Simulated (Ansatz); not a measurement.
Crystal: Ge.

```
Ge
1.0
     4.09041    0.00000    0.00000
    -2.04520    3.54240    0.00000
     0.00000    0.00000    3.32658
Ge
2
Direct
  0.66667 0.33333 0.14086
  0.33333 0.66667 0.85914
```

The cell was built by a generator and needn't be a form met in nature.

Program: Ansatz 0.2.0. Alike in all runs: potentials or basis Ansatz PAW; no spin polarisation; cell as given; k mesh 4 × 4 × 4; cutoff (eV) 420; smearing fermi-dirac 0.05 eV; the mesh is coarse, so values aren't converged.

**Question.** Order these runs on this cell by their pressure, lowest first.
A. level B3LYP
B. level HSEsol; points for each segment of the path 4
C. level HSE03; points for each segment of the path 4

**Answer.** B (-4.8 GPa), C (-2.9 GPa), A (0.7 GPa).

Caveats: all runs use coarse meshes; the PAW data sets come from PBE, with cores solved anew for the run's functional, which leaves a small shift of forces and pressure; the thresholds are loose for stress.
